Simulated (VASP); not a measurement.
# AlN (P6_3mc) under uniaxial stress along [0001]

Wanted: the response of AlN to uniaxial stress along [0001], as a table, with a fit that predicts a row left out.

Method: LDA; plane waves and PAW (Al, N), in the first sound run; inputs show where later runs differ, in VASP 6.6.1.

This is a report of a sequence of runs, with most program output left out.

**1. The starting structure**

Symmetry: P6_3mc, No. 186, hexagonal system. Conventional cell: a = 3.112 Å, b = 3.112 Å, c = 4.982 Å, α = 90.00°, β = 90.00°, γ = 120.00°. Nearest to Al lie 4 N at 1.89 to 1.90 Å. Nearest to N lie 4 Al at 1.89 to 1.90 Å. Farther neighbours and most contacts between anions are not listed.

As a file:

```
Al N
1.0
     3.11200    0.00000    0.00000
    -1.55600    2.69507    0.00000
     0.00000    0.00000    4.98200
Al N
2 2
Cartesian
  0.0000 1.7967 0.0000
  1.5560 0.8984 2.4910
  0.0000 1.7967 1.9031
  1.5560 0.8984 4.3941
```

**2. Relax the crystal, LDA**

The series starts from the cell that this level prefers, so that zero strain is near zero stress.

This step took 2 runs in a row; the last is shown.

Level: LDA; plane waves and PAW (Al, N).

Input file INCAR:

```
SYSTEM = AlN
PREC = Accurate
ENCUT = 600
EDIFF = 1E-07
NELM = 120
ISMEAR = 0
SIGMA = 0.02
LREAL = .FALSE.
ALGO = Normal
GGA = CA
NBANDS = 14
LASPH = .TRUE.
LORBIT = 11
LWAVE = .FALSE.
LCHARG = .FALSE.
KPAR = 8
IBRION = 2
NSW = 40
ISIF = 3
EDIFFG = -0.005
POTIM = 0.4
```

Input file POSCAR:

```
AlN
1.0
    3.0912639853      0.0000000000      0.0000000000
   -1.5456319926      2.6771131415      0.0000000000
    0.0000000000      0.0000000000      4.9485548541
Al N
2 2
Direct
    0.3333333333      0.6666666667      0.0000688485
    0.6666666667      0.3333333333      0.5000688485
    0.3333333333      0.6666666667      0.3819311515
    0.6666666667      0.3333333333      0.8819311515
```

Input file KPOINTS:

```
Automatic mesh
0
Gamma
11 11 6
0 0 0
```

Potentials, in the order of the species: Al and N (LDA family, release 64).

The run is started by

```bash
mpirun -np 8 vasp_std
```

The job ended after 5 s (8 MPI ranks of AMD EPYC 9R45, shared host; peak memory 1.3 GiB; 35 s of CPU time).

Read from the output:

| Item | Value |
| --- | --- |
| energy(sigma→0) of the program | -32.8426 eV |
| stress, compression positive | xx, yy, zz -0.02, -0.02, -0.02 GPa |
| volume | 40.953 Å³ |
| ionic steps | 1 |

**3. Strain across the axis, LDA**

One member in full: the axis is strained by 0.5 %, and the two directions across it are strained alike until their mean stress is under 0.012 GPa or five steps are spent.

This step took 2 runs, each at a new trial strain with the atoms of the one before; the last is shown.

Level: LDA; plane waves and PAW (Al, N).

Changes to INCAR since step 2:

```diff
@@ -15,7 +15,7 @@
 LCHARG = .FALSE.
-KPAR = 8
-IBRION = 2
-NSW = 40
-ISIF = 3
-EDIFFG = -0.005
-POTIM = 0.4
+KPAR = 2
+IBRION = 1
+NSW = 25
+ISIF = 2
+EDIFFG = -0.004
+POTIM = 0.3
```

Input file POSCAR:

```
AlN
1.0
    3.0880430100      0.0000000000      0.0000000000
   -1.5440215050      2.6743236950      0.0000000000
    0.0000000000      0.0000000000      4.9732976280
Al N
2 2
Direct
    0.3333333333      0.6666666667      0.0006148242
    0.6666666667      0.3333333333      0.5006148242
    0.3333333333      0.6666666667      0.3813851758
    0.6666666667      0.3333333333      0.8813851758
```

KPOINTS is that of step 2.

The run is started by

```bash
mpirun -np 2 vasp_std
```

The job ended after 15 s (2 MPI ranks; peak memory 0.3 GiB).

Numbers from this step:

* energy(sigma→0) of the program: -32.8416 eV
* stress, compression positive: xx, yy, zz 0.01, 0.01, -1.69 GPa
* ionic steps: 1

**4. Band edges, TB-mBJ with spin-orbit coupling**

Short lines in KPOINTS_OPT sample the zone centre along and across the axis, for masses, and the other valleys.

Level: TB-mBJ, spin-orbit coupling; plane waves and PAW (Al, N).

TB-mBJ has no energy functional, so the total energy, stress and pressure in this output mean nothing.

Input file INCAR:

```
SYSTEM = AlN
PREC = Accurate
ENCUT = 600
EDIFF = 1E-06
NELM = 150
ISMEAR = 0
SIGMA = 0.02
LREAL = .FALSE.
ALGO = Normal
METAGGA = MBJ
LASPH = .TRUE.
LNONCOLLINEAR = .TRUE.
MAGMOM = 0 0 0 0 0 0 0 0 0 0 0 0
NBANDS = 26
GGA_COMPAT = .FALSE.
LSORBIT = .TRUE.
LWAVE = .FALSE.
LCHARG = .FALSE.
KPAR = 2
```

POSCAR is that of step 3.

Input file KPOINTS:

```
Automatic mesh
0
Gamma
9 9 5
0 0 0
```

Input file KPOINTS_OPT:

```
Line mode
6
Line-mode
Reciprocal
  0.00000000   0.00000000   0.00000000
  0.00000000   0.00000000   0.03957625

  0.00000000   0.00000000   0.00000000
 -0.02457387   0.01228693   0.00000000

  0.50000000   0.00000000   0.00000000
  0.50000000   0.00000000   0.50000000

  0.33333333   0.33333333   0.00000000
  0.33333333   0.33333333   0.50000000
```

The run is started by

```bash
mpirun -np 2 vasp_ncl
```

Elapsed: 8.8 min, on 2 MPI ranks; peak memory 0.88 GiB; 17 min of CPU time.

**5. The table**

Runs beyond LDA use the data sets made with LDA; this shifts their levels slightly, and their total energies have another zero (at TB-mBJ, which has no energy functional, they mean nothing).

The other members went through these steps as far as the tables show, with the same cutoff and, step by step, the same mesh; 29 runs are not shown. The session took 2.8 core hours (wall time by ranks) on a shared machine.

```tsv
strain along the axis (%)	strain across the axis (%)	stress along the axis, tension positive (GPa)	energy above the unstrained row (meV/atom)	gap on the mesh, LDA (eV)
-2.000	0.446	-6.071	4.071	4.351
-1.500	0.328	-4.623	2.327	4.368
-1.000	0.213	-3.137	1.054	4.382
-0.500	0.105	-1.562	0.274	4.393
0	-0.003	0.039	0.000	4.402
0.500	-0.104	1.690	0.239	4.407
1.000	-0.203	3.359	1.014	4.411
1.500	-0.297	5.051	2.324	4.412
2.000	-0.385	6.798	4.173	4.409
```

Slopes at zero strain, from cubics through all rows: strain ratio -0.209, stress over strain 325 GPa.

Band edges at TB-mBJ with spin-orbit coupling, counted from the valence-band top at Γ, spin-orbit pairs averaged, with one row partly withheld:

```tsv
strain along the axis (%)	gap (eV)	conduction band at Γ (eV)	lowest conduction level on M–L (eV)	second valence level below the top (eV)	third valence level below the top (eV)
-2.000	5.496	5.496	6.476	0.442	0.454
-1.500	5.510	5.510	6.480	0.387	0.399
-1.000	5.522	5.522	6.483	0.331	0.343
-0.500	5.530	5.530	6.484	0.278	0.290
0	5.536	5.536	6.484	0.224	0.236
0.500	5.539	5.539	6.483	0.171	0.184
1.000	?	?	6.481	0.119	0.131
1.500	5.538	5.539	6.478	0.067	0.080
2.000	5.531	5.531	6.471	0.019	0.033
```

Conduction masses, in electron masses:

```tsv
strain along the axis (%)	conduction mass at Γ, along the strain axis or the normal of the plane	conduction mass at Γ, across the strain axis or in the plane
-2.000	0.353	0.347
-1.500	0.348	0.347
-1.000	0.343	0.346
-0.500	0.338	0.347
0	0.335	0.348
0.500	0.329	0.346
1.000	0.326	0.349
1.500	0.320	0.351
2.000	0.318	0.352
```

**6. A fit to the known rows**

The quantity to fit is the conduction level at Γ above the mean of the three top valence levels at TB-mBJ with spin-orbit coupling: 5.794, 5.772, 5.747, 5.719, 5.690, 5.658, 5.588, 5.548 eV in the rows shown.

A least-squares parabola through the 8 rows shown, with e the strain in %: E = − 0.004514 e² − 0.06143 e + 5.690 (eV), r.m.s. residual 1.5e-4 eV.

For the withheld row, e = 1, the fit gives 5.6236 eV.

**7. The withheld row**

The calculation gives 5.6238 eV, so the prediction is 0.0002 eV too low.

**8. What came out**

```
Poisson ratio                                                                                                                     : 0.209
Young's modulus along the axis                                                                                                    : 325 GPa
gap of the unstrained cell, TB-mBJ with spin-orbit coupling                                                                       : 5.54 eV
slope at zero strain of the conduction level at Γ above the mean of the three top valence levels, TB-mBJ with spin-orbit coupling : -61 meV per %
error of the predicted row                                                                                                        : -0.2 meV
```

What this shows: As a check, the curvature of the energy gives 325 GPa for the same modulus (energy per volume = E/2 × strain²), 0 % from the slope of the stress. At TB-mBJ with spin-orbit coupling the lowest conduction valley is Γ throughout, and the gap runs between 5.50 and 5.54 eV. Hole masses are left out throughout, since the top bands are degenerate or cross in many series; of conduction masses, those of the Γ, L and (for Si and Ge under (001) strain) Δ valleys are kept where they change by under an eighth between rows. A measured gap of unstrained AlN is 6.09 eV (arxiv:2305.10542, direct gap at Gamma, from Gamma5 n->infinity transition (exciton continuum) in CL, 10 K); the static gaps here belong to the lattice relaxed at LDA. TB-mBJ is a potential fitted for gaps; it has no energy functional, so its total energies and forces mean nothing, and its bands tend to come out too narrow. Temperature, zero-point motion and excitons are left out.

[Lines on the potential files, build, host, timing and source positions are cut from VASP's logs without a mark.]

[Logs are printed without paths, hosts, clocks, repeated set-up lines and the standing remarks that a program may print on its own settings, such as how far it seeks lower states.]

[Hosts, paths, dates, database ids (printed as entryN), source tags and the programs' standing remarks are cut or masked in the printed files.]

[In band tables of VASP the shares of atoms and orbitals are scaled to a sum of 1 inside the atoms' spheres.]
